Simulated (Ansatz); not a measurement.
WS2 (Tungstenite):

```xyz
6
Lattice="3.1800 0.0000 0.0000 -1.5900 2.7540 0.0000 0.0000 0.0000 12.5000" Properties=species:S:1:pos:R:3 pbc="T T T"
W     1.5900    0.9180    9.3750
W     0.0000    1.8360    3.1250
S     1.5900    0.9180    4.6875
S     0.0000    1.8360   10.9375
S     1.5900    0.9180    1.5625
S     0.0000    1.8360    7.8125
```

```yaml
Program: Ansatz 0.2.0
Task: relaxation of cell and atoms
Functional: BLYP
Potentials_or_basis: Ansatz PAW
Cutoff: "420 eV (not typed: the program's choice for these potentials)"
k_mesh: 10 × 10 × 3
Occupations: fermi-dirac, width 0.05 eV
Spin: no spin polarisation
```

At the start: volume 18.24 Å³/atom.

Question: How do energy, volume and symmetry change on relaxing?

Answer: It ends after 30 steps and the volume is 30.38 Å³/atom (+66.5 %); space group P6_3/mmc (No. 194, to 0.05 Å).

Step by step:
| step | energy change (eV) | largest force (eV/Å) | volume (Å³) |
| --- | --- | --- | --- |
| 1 | 0.0000 | 0.5269 | 109.47 |
| 2 | -0.1719 | 0.3609 | 126.45 |
| 3 | -0.3050 | 0.1424 | 125.75 |
| 4 | -0.3230 | 0.0477 | 128.15 |
| 5 | -0.3322 | 0.0250 | 131.93 |
| 6 | -0.3334 | 0.0086 | 133.86 |
| 7 | -0.3334 | 0.0022 | 134.03 |
| 8 | -0.3482 | 0.0042 | 134.03 |
| 9 | -0.3571 | 0.0045 | 138.35 |
| 10 | -0.3638 | 0.0799 | 143.97 |
| 11 | -0.3675 | 0.0146 | 148.00 |
| 12 | -0.3681 | 0.0004 | 150.04 |
| 13 | -0.3678 | 0.0217 | 152.52 |
| 14 | -0.3680 | 0.0033 | 151.97 |
| 15 | -0.3681 | 0.0021 | 151.73 |
| 16 | -0.3740 | 0.0026 | 151.73 |
| 17 | -0.3754 | 0.0024 | 153.81 |
| 18 | -0.3779 | 0.0513 | 159.42 |
| 19 | -0.3787 | 0.0044 | 161.09 |
| 20 | -0.3790 | 0.0596 | 166.58 |
| 21 | -0.3794 | 0.0086 | 166.70 |
| 22 | -0.3794 | 0.0002 | 167.24 |
| 23 | -0.3792 | 0.0015 | 168.00 |
| 24 | -0.3826 | 0.0011 | 168.00 |
| 25 | -0.3832 | 0.0153 | 171.55 |
| 26 | -0.3834 | 0.0512 | 177.20 |
| 27 | -0.3836 | 0.0242 | 178.72 |
| 28 | -0.3834 | 0.0099 | 181.81 |
| 29 | -0.3833 | 0.0014 | 182.30 |
| 30 | -0.3853 | 0.0017 | 182.30 |

Final structure:
```cif
data_structure
_symmetry_space_group_name_H-M 'P 1'
_symmetry_Int_Tables_number 1
_cell_length_a 3.2599
_cell_length_b 3.2599
_cell_length_c 19.8077
_cell_angle_alpha 90.000
_cell_angle_beta 90.000
_cell_angle_gamma 120.000
_cell_volume 182.30
loop_
_atom_site_label
_atom_site_type_symbol
_atom_site_fract_x
_atom_site_fract_y
_atom_site_fract_z
_atom_site_occupancy
W1 W 0.66667 0.33333 0.75000 1
W2 W 0.33333 0.66667 0.25000 1
S1 S 0.66667 0.33333 0.32936 1
S2 S 0.33333 0.66667 0.82936 1
S3 S 0.66667 0.33333 0.17064 1
S4 S 0.33333 0.66667 0.67064 1
```

Caveat: the volume moved by over 15 % at a fixed basis, so the end points are rough; the plane-wave basis is chosen anew once the cell has moved, so the energies of steps on either side of that aren't comparable; this functional lacks dispersion, which binds the layers, so the pressure and a relaxed spacing across them are unreliable, and here the layers came unbound; the volume moved by +67 % from the deposited cell, more than functionals usually miss; the PAW data sets come from PBE, with cores solved anew for the run's functional, which leaves a small shift of forces and pressure.
